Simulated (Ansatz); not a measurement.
# GaN (F-43m) in Ansatz: reference runs

How does GaN come out in PBE? The cell is run as given and disturbed.

Everything below comes from runs of Ansatz 0.2.0. Logs are shortened: lines on timing, memory, paths and dates and some standing lists are left out, and cuts for length are marked.

**The experiment to reproduce.**

A printed reference work, textbook reports, for a bulk crystal of GaN at 0 K: band gap 3.299 eV (direct).

The runs below are set against these values where they give the same quantity.

## Step 1: Starting point

Symmetry: F-43m, No. 216, cubic system. Conventional cell: a = 4.507 Å, b = 4.507 Å, c = 4.507 Å, α = 90.00°, β = 90.00°, γ = 90.00°. Ga (site symmetry -43m) is surrounded by 4 N at 1.95 Å. Around N (site symmetry -43m) lie 4 Ga at 1.95 Å.

The cell is a database's computed one.

## Step 2: Single point, PBE

input.yaml reads:

```yaml
crystal:
  lattice:
    - [0.0, 2.2535006075, 2.2535006075]
    - [2.2535006075, 0.0, 2.2535006075]
    - [2.2535006075, 2.2535006075, 0.0]
  atoms:
    - { symbol: Ga, position: [0.0, 0.0, 0.0] }
    - { symbol: "N", position: [0.25, 0.25, 0.25] }
hamiltonian:
  xc: pbe
  pseudopotentials: { kind: paw }
kpoints:
  mp_grid: { grid: [10, 10, 10] }
scf:
  occupations: { method: fermi_dirac, width: 0.05 }
output:
  forces: true
  stress: true
  eigenvalues: true
```

Potentials or basis: Ansatz PAW.

The run is started by

```sh
ansatz run input.yaml --threads 2 --pin off --max-ram 5120MiB --backend cpu --events-out ev --progress --plain --runs-dir out
```

What it wrote:

```text
Warning: RAYON_NUM_THREADS=2 ignored (pool sized by the plan → 2); use --threads N
Engine: ansatz 0.2.0, x86_64-unknown-linux-gnu
Pseudopotentials: kind: paw
Pseudopotential: Ga, paw, valence charge 13, recommended cutoff 420 eV (normal), Ga.paw.azcp
Pseudopotential: N, paw, valence charge 5, recommended cutoff 420 eV (normal), N.paw.azcp
Functional definition: PBE
  parameter kappa = 0.804
  parameter beta = 0.06672455060314922
  exchange = pbe_x(kappa = kappa, mu = beta*pi^2/3)
  correlation = pbe_c(beta = beta)
Crystal: 2 atoms, lattice volume = 22.888 Å³
Basis set: ecut = 420 eV, 459 PW (Γ), exchange–correlation on 48×48×48 points (8 copies of the dense FFT grid, shifted against one another)
Bands: 13, of which v1, the nominal top of the filled ones, is band 9 counted from 1 (8 counted from 0)
Symmetry: 24 space group operations
Space group: F-43m (ITA 216), of the structure as read, at distance tolerance 2.8e-5 Å
k-points: 47 of 1000 (time reversal used)
Non-local potential: Ga, projectors of the file, l = 0: 2, l = 1: 2, l = 2: 3, l = 3: 1
Non-local potential: N, projectors of the file, l = 0: 2, l = 1: 2, l = 2: 1
PAW form: soft (Blöchl's): semilocal exchange-correlation on the pseudo side does not see the compensation charge
PAW one-centre angular grid: Ga, 590 points (default); XC on 64 Gauss nodes
PAW one-centre angular grid: N, 110 points (default); XC on 64 Gauss nodes
Initial density: superposition of atomic densities (neutral atoms: chi_scale 0, normalization atom), corrected by the library's trained network
Initial wavefunctions: pseudopotential atomic-orbital guess
Functional: x = pbe(κ = 0.804, μ = 0.2195149727645171), c = pbe(β = 0.06672455060314922)
SCF iter   1: F=—  HF=-4167.897806 eV  |F-HF|=—  |Δ(HF+E_count)|=         —  Δρ=6.26e-4  dr2=3.04e-5  ethr=1.77e-3  ⟨swp⟩=5.0  Hψ=3172  notcnv=0
preconditioner: auto → none  [insulator: Δε(μ)=1.714 eV  Ē_g=18.752 eV  σ=0.050 eV  W_gap=1.00  n_scr=8 (ndim 8)  ℏωp=32.9 eV  f_vac=0.001  D(μ)=0.00/eV (n_scr^D=0)  ε∞_Penn≈4.1]
SCF iter   2: F=—  HF=-4167.898092 eV  |F-HF|=—  |Δ(HF+E_count)|=   2.87e-4  Δρ=3.42e-4  dr2=9.50e-6  ethr=1.69e-7  ⟨swp⟩=2.7  Hψ=1468  notcnv=0
SCF iter   3: F=—  HF=-4167.898135 eV  |F-HF|=—  |Δ(HF+E_count)|=   4.27e-5  Δρ=1.24e-4  dr2=1.23e-6  ethr=5.28e-8  ⟨swp⟩=2.0  Hψ=1003  notcnv=0
SCF iter   4: F=—  HF=-4167.898142 eV  |F-HF|=—  |Δ(HF+E_count)|=   6.90e-6  Δρ=2.37e-5  dr2=9.67e-8  ethr=6.86e-9  ⟨swp⟩=2.0  Hψ=1034  notcnv=0
iter 5 did not close the SCF: its close was put off for the readings that it lacked (scf_convergence_deferred on its scf_iter line)
SCF iter   5: F=-4167.898142 eV  HF=-4167.898142 eV  |F-HF|=6.88e-9  |Δ(HF+E_count)|=   1.90e-8  Δρ=1.03e-5  dr2=9.18e-9  ethr=5.37e-10  ⟨swp⟩=2.0  Hψ=1034  notcnv=0
SCF iter   6: F=-4167.898142 eV  HF=-4167.898142 eV  |F-HF|=7.82e-11  |Δ(HF+E_count)|=   9.40e-9  Δρ=1.70e-6  dr2=2.55e-10  ethr=5.10e-11  ⟨swp⟩=1.4  Hψ=1910  notcnv=0
SCF 1 converged in 6 iterations: F = -4167.898142 eV  dr2 = 2.55e-10
SCF converged after 6 iterations
Free energy (F): -4167.898142 eV
Harris-Foulkes:  -4167.898142 eV  (|F-HF|=7.82e-11)
Internal energy: -4167.898142 eV  (E = F + TS)
E sigma→0 (E₀):  -4167.898142 eV
Fermi energy:    10.552873 eV
--- Per-component energies (eV) ---
  E_band       = -5.647262
  E_kinetic    = 247.130783
  E_local      = -1949.939511  (includes V_loc(G=0)·N_el)
  E_nonlocal   = 474.306677
  E_hartree    = 897.107986
  E_xc         = -128.820136
  E_vxc        = -134.163832  (∫ρ·V_xc dr)
  E_paw        = -2120.249126  (= ΣΔE_a)
  E_vpaw       = -437.196873  (= ΣTr[D̂ρ^β])
  E_aug_tail   = 0.000139  (compensation charges beyond the density's cutoff)
  E_ewald      = -1587.434954
  E_smearing   = -0.000000  (= −TS)
  E_closure    = -0.000000  (closes the sum)
  Σ components = -4167.898142   (vs F -4167.898142, Δ=0.00e0)
--- Forces (eV/Å), atoms counted from 1 ---
  atom   1  Ga     0.00000000    -0.00000000     0.00000000
  atom   2  N     -0.00000000     0.00000000     0.00000000
  max |Σ_I F_I| component: 1.85e-17 eV/Å
--- Stress (GPa, compression-positive) ---
        5.026842      -0.000000      -0.000000
       -0.000000       5.026842       0.000000
        0.000000       0.000000       5.026842
  P = ⅓ Tr σ = 5.0268 GPa (50.268 kbar)
--- Band table (eV; the first three rows and the last of 47) ---
  k-point 0: bands = ["-6.2813", "-3.8373", "-3.8373", "-3.8373", "-3.5203", "-3.5203", "9.6498", "9.6498", "9.6498", "11.3667", "19.9613", "19.9613", "19.9613"]
  k-point 1: bands = ["-6.1723", "-3.8238", "-3.8238", "-3.7975", "-3.5216", "-3.5216", "8.5499", "9.5440", "9.5440", "12.2259", "19.4633", "20.1242", "20.1242"]
  k-point 2: bands = ["-5.8994", "-3.7925", "-3.7925", "-3.6314", "-3.5204", "-3.5204", "6.7404", "9.2814", "9.2814", "13.3060", "18.6829", "20.3847", "20.3847"]
  k-point 46: bands = ["-5.2274", "-3.6972", "-3.6533", "-3.5229", "-3.4936", "-1.5720", "3.9009", "6.0621", "6.0913", "15.4783", "17.8458", "20.3681", "20.8404"]
```

It took 1.1 s on 2 threads of Intel Xeon at 2.70GHz, shared host; peak memory 0.32 GiB.

What came out:

| Quantity | Value |
| --- | --- |
| Free energy | -4167.8981 eV |
| Pressure | 5.0 GPa |
| Band gap on the k mesh | 1.72 eV, direct |

Caveat: the pressure holds a Pulay correction of +0.5 GPa for the finite cutoff.

## Step 3: Single point, PBE (atoms moved at random, drawn with an rms of 0.05 Å)

Changes to input.yaml since step 2:

```diff
@@ -6,4 +6,4 @@
   atoms:
-    - { symbol: Ga, position: [0.0, 0.0, 0.0] }
-    - { symbol: "N", position: [0.25, 0.25, 0.25] }
+    - { symbol: Ga, position: [0.006426, -0.001686, -0.00531] }
+    - { symbol: "N", position: [0.242501, 0.248197, 0.256623] }
 hamiltonian:
```

Potentials or basis: Ansatz PAW.

The run is started by

```sh
ansatz run input.yaml --threads 2 --pin off --max-ram 5120MiB --backend cpu --events-out ev --progress --plain --runs-dir out
```

What it wrote:

```text
Warning: RAYON_NUM_THREADS=2 ignored (pool sized by the plan → 2); use --threads N
[... 9 set-up lines as earlier in the session ...]
Crystal: 2 atoms, lattice volume = 22.888 Å³
Basis set: ecut = 420 eV, 459 PW (Γ), exchange–correlation on 48×48×48 points (8 copies of the dense FFT grid, shifted against one another)
Bands: 13, of which v1, the nominal top of the filled ones, is band 9 counted from 1 (8 counted from 0)
Symmetry: 1 space group operations
Space group: P1 (ITA 1), of the structure as read, at distance tolerance 2.8e-5 Å
k-points: 504 of 1000 (time reversal used)
[... 8 set-up lines as earlier in the session ...]
SCF iter   1: F=—  HF=-4167.887248 eV  |F-HF|=—  |Δ(HF+E_count)|=         —  Δρ=6.37e-4  dr2=3.10e-5  ethr=1.77e-3  ⟨swp⟩=5.0  Hψ=34110  notcnv=0
preconditioner: auto → none  [insulator: Δε(μ)=1.634 eV  Ē_g=18.753 eV  σ=0.050 eV  W_gap=1.00  n_scr=8 (ndim 8)  ℏωp=32.9 eV  f_vac=0.001  D(μ)=0.00/eV (n_scr^D=0)  ε∞_Penn≈4.1]
SCF iter   2: F=—  HF=-4167.887534 eV  |F-HF|=—  |Δ(HF+E_count)|=   2.86e-4  Δρ=3.46e-4  dr2=9.49e-6  ethr=1.72e-7  ⟨swp⟩=2.7  Hψ=15767  notcnv=0
SCF iter   3: F=—  HF=-4167.887578 eV  |F-HF|=—  |Δ(HF+E_count)|=   4.37e-5  Δρ=1.24e-4  dr2=1.23e-6  ethr=5.27e-8  ⟨swp⟩=2.0  Hψ=10727  notcnv=0
SCF iter   4: F=—  HF=-4167.887585 eV  |F-HF|=—  |Δ(HF+E_count)|=   6.84e-6  Δρ=2.36e-5  dr2=9.66e-8  ethr=6.82e-9  ⟨swp⟩=2.0  Hψ=11088  notcnv=0
iter 5 did not close the SCF: its close was put off for the readings that it lacked (scf_convergence_deferred on its scf_iter line)
SCF iter   5: F=-4167.887585 eV  HF=-4167.887585 eV  |F-HF|=5.97e-9  |Δ(HF+E_count)|=   2.26e-8  Δρ=1.04e-5  dr2=9.31e-9  ethr=5.37e-10  ⟨swp⟩=2.0  Hψ=11088  notcnv=0
SCF iter   6: F=-4167.887585 eV  HF=-4167.887585 eV  |F-HF|=8.37e-11  |Δ(HF+E_count)|=   8.49e-9  Δρ=1.68e-6  dr2=2.44e-10  ethr=5.17e-11  ⟨swp⟩=1.3  Hψ=20657  notcnv=0
SCF 1 converged in 6 iterations: F = -4167.887585 eV  dr2 = 2.44e-10
SCF converged after 6 iterations
Free energy (F): -4167.887585 eV
Harris-Foulkes:  -4167.887585 eV  (|F-HF|=8.37e-11)
Internal energy: -4167.887585 eV  (E = F + TS)
E sigma→0 (E₀):  -4167.887585 eV
Fermi energy:    10.569654 eV
--- Per-component energies (eV) ---
  E_band       = -5.683252
  E_kinetic    = 247.150200
  E_local      = -1950.183479  (includes V_loc(G=0)·N_el)
  E_nonlocal   = 474.302262
  E_hartree    = 897.193750
  E_xc         = -128.827993
  E_vxc        = -134.173004  (∫ρ·V_xc dr)
  E_paw        = -2120.233107  (= ΣΔE_a)
  E_vpaw       = -437.166224  (= ΣTr[D̂ρ^β])
  E_aug_tail   = 0.000122  (compensation charges beyond the density's cutoff)
  E_ewald      = -1587.289340
  E_smearing   = -0.000000  (= −TS)
  E_closure    = -0.000000  (closes the sum)
  Σ components = -4167.887585   (vs F -4167.887585, Δ=0.00e0)
--- Forces (eV/Å), atoms counted from 1 ---
  atom   1  Ga     0.32429223    -0.00990918    -0.38740276
  atom   2  N     -0.32429173     0.00990902     0.38740218
  max |Σ_I F_I| component: 5.78e-7 eV/Å
--- Stress (GPa, compression-positive) ---
        5.179424       1.895664       0.047692
        1.895664       5.275041      -1.585741
        0.047692      -1.585741       5.139152
  P = ⅓ Tr σ = 5.1979 GPa (51.979 kbar)
--- Band table (eV; the first three rows and the last of 504) ---
  k-point 0: bands = ["-6.2875", "-3.8520", "-3.8412", "-3.8241", "-3.5239", "-3.5233", "9.5696", "9.6437", "9.7301", "11.3673", "19.9039", "19.9658", "20.0324"]
  k-point 1: bands = ["-6.1766", "-3.8273", "-3.8228", "-3.8001", "-3.5251", "-3.5248", "8.4866", "9.5294", "9.6187", "12.2151", "19.5200", "20.0753", "20.1541"]
  k-point 2: bands = ["-5.8983", "-3.7929", "-3.7847", "-3.6438", "-3.5236", "-3.5235", "6.6739", "9.2476", "9.3558", "13.3016", "18.7362", "20.3200", "20.4815"]
  k-point 503: bands = ["-5.3975", "-3.7551", "-3.7503", "-3.4774", "-3.4754", "-2.2564", "2.5975", "8.5689", "8.7989", "14.2939", "18.3698", "19.8104", "20.2422"]
```

Wall time 6.7 s (2 threads of Intel Xeon at 2.70GHz, shared host); peak memory 0.49 GiB.

What came out:

```
Free energy            : -4167.8876 eV
Pressure               : 5.2 GPa
Largest force          : 0.505 eV/Å
Band gap on the k mesh : 1.64 eV, direct
```

Forces on the atoms (eV/Å):
```
Ga   0.324 -0.010 -0.387
N   -0.324  0.010  0.387
```

Stress tensor (GPa, compression positive):
```
 5.18  1.90  0.05
 1.90  5.28 -1.59
 0.05 -1.59  5.14
```

Levels at points of the mesh, in eV from the valence-band top:
```tsv
k point	band 6	band 7	band 8	band 9	band 10	band 11	band 12	band 13
(0.00, 0.00, 0.00)	-13.25	-0.16	-0.09	0.00	1.64	10.17	10.24	10.30
(0.00, 0.00, -0.50)	-11.98	-7.22	-1.12	-0.97	4.61	8.65	10.19	10.48
(0.00, -0.50, 0.00)	-11.99	-7.11	-1.16	-0.93	4.55	8.64	10.07	10.50
(0.00, -0.50, -0.50)	-11.56	-6.20	-2.82	-2.74	3.27	6.58	11.61	13.81
(-0.50, 0.00, 0.00)	-12.00	-7.00	-1.10	-0.99	4.50	8.62	10.12	10.34
(-0.50, 0.00, -0.50)	-11.56	-6.21	-2.79	-2.76	3.27	6.58	11.61	13.88
(-0.50, -0.50, 0.00)	-11.56	-6.20	-2.82	-2.74	3.27	6.58	11.61	13.80
(-0.50, -0.50, -0.50)	-11.99	-7.13	-1.16	-0.93	4.56	8.64	10.08	10.51
```

Caveat: the pressure holds a Pulay correction of +0.5 GPa for the finite cutoff.

## Step 4: How close it comes

Step 2. A measured gap of GaN is 3.299 eV (direct; 0 K; a printed reference work, textbook); the calculated 1.72 eV misses it by -1.58 eV. Spin-orbit coupling on Ga is left out. The value is that of PBE, without temperature or zero-point motion. Semilocal functionals fall short of measured gaps as a rule. The cell is a database's relaxed one, not the measured one, which moves gaps too.
